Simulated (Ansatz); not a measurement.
# Mo6F: the cost of one run

Program: Ansatz 0.2.0. Level of theory: DFT PBE+D3(BJ), scalar-relativistic, plane waves, PAW. These are calculated values, not measurements.

The COD entry's cell or inner coordinates are ideal or old and differ from later refinements, so a difference from it is no clean test against experiment.

6 further runs of the same task are left out: 6 set aside as unsound or not needed.

## (1) The system as given

The structure is cubic, space group Im-3m (No. 229). The conventional cell has a = 3.130 Å, b = 3.130 Å, c = 3.130 Å, α = 90.00°, β = 90.00°, γ = 90.00°. Mo (site symmetry m-3m) has 8 Mo at 2.71 Å as nearest neighbours.

Structure file:

```cif
data_structure
_symmetry_space_group_name_H-M 'Im-3m'
_symmetry_Int_Tables_number 229
_cell_length_a 3.1303
_cell_length_b 3.1303
_cell_length_c 3.1303
_cell_angle_alpha 90.000
_cell_angle_beta 90.000
_cell_angle_gamma 90.000
_cell_volume 30.67
loop_
_atom_site_label
_atom_site_type_symbol
_atom_site_symmetry_multiplicity
_atom_site_Wyckoff_symbol
_atom_site_fract_x
_atom_site_fract_y
_atom_site_fract_z
_atom_site_occupancy
Mo1 Mo 2 a 0.00000 0.00000 0.00000 1
```

This cell was relaxed beforehand with the same method: volume 15.34 Å³/atom, gap on the mesh none (metal).

## (2) Setting up the map

Atoms count from 1 in the order of the input.

F is moved over the surface cell at a fixed height above a rigid substrate; the origin of the map has the adsorbate above Mo6; the height is held at 2.80 Å.

- position of F7 along the first surface vector, from above Mo6: 9 values from 0.000 to 0.889, periodic
- position of F7 along the second surface vector, from above Mo6: 9 values from 0.000 to 0.889, periodic

Nothing else is relaxed. Points are written as (first, second).

The two vectors of the plane (Å): (4.427, 0.000, 0.000); (-2.213, 3.834, 0.000).

## (3) Point (0/9, 0/9) of the map's two axes

A dipole layer in the vacuum cancels the field that periodic copies would set up if the slab's two faces differ.

The input, input.yaml:

```yaml
crystal:
  lattice:
    - [4.4268425262, 0.0, 0.0]
    - [-2.2134212631, 3.8337580862, 0.0]
    - [0.0, 0.0, 21.6689391331]
  atoms:
    - { symbol: Mo, position: [0.6666666667, 0.3333333333, 0.1845960236] }
    - { symbol: Mo, position: [0.3333333333, 0.6666666667, 0.2262974396] }
    - { symbol: Mo, position: [0.0, 0.0, 0.2679988557] }
    - { symbol: Mo, position: [0.6666666667, 0.3333333333, 0.3077476805] }
    - { symbol: Mo, position: [0.3333333333, 0.6666666667, 0.344966729] }
    - { symbol: Mo, position: [0.0, 0.0, 0.3816033209] }
    - { symbol: F, position: [0.0, 0.0, 0.5108205374] }
basis:
  ecutwfc: 420
kpoints:
  mp_grid: { grid: [6, 6, 1] }
hamiltonian:
  xc: pbe
  pseudopotentials: { kind: paw, azcp: { folder: soft_1 } }
  dispersion: d3bj
scf:
  occupations: { method: gaussian, width: 0.1 }
output:
  forces: true
  eigenvalues: true
efield:
  axis: 3
  dipole_correction: true
  ramp_width: 0.04
```

Started as:

```
$ ansatz run input.yaml --threads 1 --pin off --max-ram 3072MiB --backend cpu --events-out ev --progress --plain --runs-dir out
```

What time and memory should one allow on 1 thread of Intel Xeon 6975P-C (Granite Rapids), shared host?

About 11 s, with a peak of 0.55 GiB.
